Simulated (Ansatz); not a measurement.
# Li: substituted relatives

An exercise on one series of results from a longer session: the logs are not shown, and one member is left open.

Method: DFT r2SCAN, scalar-relativistic, plane waves, PAW, in Ansatz 0.2.0.

1 further run of the same task is left out (set aside as unsound or not needed). Runs told in other sessions of the task aren't counted.

## Starting point

It takes space group Fm-3m (No. 225, cubic). Conventional cell: a = 4.376 Å, b = 4.376 Å, c = 4.376 Å, α = 90.00°, β = 90.00°, γ = 90.00°. Li (site symmetry m-3m) has 12 Li at 3.09 Å in its first shell of neighbours.

Structure file:

```
CELL_PARAMETERS angstrom
0.00000 2.18820 2.18820
2.18820 0.00000 2.18820
2.18820 2.18820 0.00000
ATOMIC_POSITIONS crystal
Li 0.00000 0.00000 0.00000
```

It is the result of an earlier relaxation at this level (volume 20.96 Å³/atom; gap on the mesh: none (metal)).

Set-up of the first run:

Contents of input.yaml:

```yaml
crystal:
  lattice:
    - [0.0, 3.4366582551, 3.4366582551]
    - [3.4366582551, 0.0, 3.4366582551]
    - [3.4366582551, 3.4366582551, 0.0]
  atoms:
    - { symbol: Cs, position: [0.0, 0.0, 0.0] }
basis:
  ecutwfc: 500
kpoints:
  mp_grid: { grid: [4, 4, 4] }
hamiltonian:
  xc: r2scan
scf:
  occupations: { method: gaussian, width: 0.1 }
output:
  forces: true
  stress: true
  eigenvalues: true
```

Run with:

```
$ ansatz run input.yaml --threads 1 --pin off --max-ram 2560MiB --backend cpu --events-out ev --progress --plain --runs-dir out
```

Steps of the session up to this table: Quick check of gap, pressure and forces (Cs); The relaxation (Cs); Relaxation repeated from the new cell (Cs); A first look at the start (Na); The relaxation (Na); A first look at the start (Tl); The relaxation (Tl); Second relaxation, mesh chosen anew (Tl).

One of the session's tables, all rows but one given; the rest of the session is left out.

It belongs to the step «The crystals compared». Lengths are those of the vectors of the cell that was run:

```
   swap  volume (Å³/atom)  a (Å)  b (Å)  c (Å)
   none             20.96  3.095  3.095  3.095
 Li → K             76.26  4.760  4.760  4.760
Li → Cu             11.44  2.529  2.529  2.529
Li → Cs            124.17  5.600  5.600  5.600
Li → Na                 ?      ?      ?      ?
Li → Tl             29.82  3.481  3.481  3.481
```

**Question.** Estimate the row for Li → Na.

**Answer.** volume (Å³/atom): 37.58; a (Å): 3.760; b (Å): 3.760; c (Å): 3.760. In the column «volume (Å³/atom)» it lies between Li → Tl (29.82) and Li → K (76.26).

Lengths are those of the computed cell. Rows of earlier swaps come from the sessions before.
